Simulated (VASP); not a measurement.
Set up this calculation in VASP 6.6.1, as the native input.

```
Task                   : relaxation of cell and atoms
Functional             : PBE
Dispersion             : D3(BJ)
Potentials or basis    : VASP PAW PBE potentials, release 64 (Sn_d, Se)
Cutoff                 : 600 eV
k mesh                 : 9 × 9 × 5
Occupations            : gaussian, width 0.03 eV
Spin                   : no spin polarisation
Further INCAR settings : ALGO = Normal; EDIFF = 1e-07; IBRION = 2; EDIFFG = -0.005; NSW = 90; ISIF = 3
```

The structure of SnSe2 lies in POSCAR:

```
SnSe2                                   
1.0
    3.8391473181     -0.0000000000     -0.0000000000
   -1.9195736590      3.3247991105     -0.0000000000
   -0.0000000000      0.0000000000      6.0111675865
  Sn              Se            
     1     2
Direct
     0.0000000000000000    0.0000000000000000    0.0000000000000000
     0.3333333300000021    0.6666666699999979    0.2655107870071306
     0.6666666699999979    0.3333333300000021    0.7344892129928692
```

The cell was built by a generator and needn't be a form met in nature.

One way to write it, as run:

INCAR

```
SYSTEM = SnSe2
PREC = Accurate
ENCUT = 600
EDIFF = 1E-7
ISMEAR = 0
SIGMA = 0.03
LREAL = .FALSE.
LASPH = .TRUE.
NELM = 80
ALGO = Normal
ISIF = 3
LWAVE = .FALSE.
LCHARG = .FALSE.
GGA = PE
IVDW = 12
IBRION = 2
NSW = 90
EDIFFG = -0.005
```

KPOINTS

```
regular mesh
0
G
  9 9 5
  0 0 0
```

Potentials or basis: VASP PAW PBE potentials, release 64 (Sn_d, Se).

The run is started by

```console
$ cat potpaw_PBE.64/Sn_d/POTCAR potpaw_PBE.64/Se/POTCAR > POTCAR
$ mpirun -np 1 vasp_std > vasp.out
```

It gave:

* Relaxed volume: 25.59 Å³/atom
* Relaxed cell: a = 3.841 Å, b = 3.841 Å, c = 6.009 Å, α = 90.00°, β = 90.00°, γ = 120.00°
* Space group after relaxing (to 0.05 Å): P-3m1 (No. 164)
* Energy gained by relaxing: 0.0 meV/atom
* Ionic steps: 2
* Pressure after relaxing: 0.0 GPa
* Largest force after relaxing: 0.003 eV/Å
* Band gap on the k mesh: 0.44 eV, indirect (least direct gap 0.81 eV)
* Dispersion energy per atom: -0.364 eV

Caveat: spin-orbit coupling is left out, which moves the levels of the heavy elements; an odd mesh through Γ misses points on the zone boundary, where band edges often lie.

Run time: 110 s on 1 thread of Intel(R) Xeon(R) Platinum 8259CL CPU @ 2.50GHz (Skylake/Cascade Lake), on a shared host, peak memory 0.27 GiB.
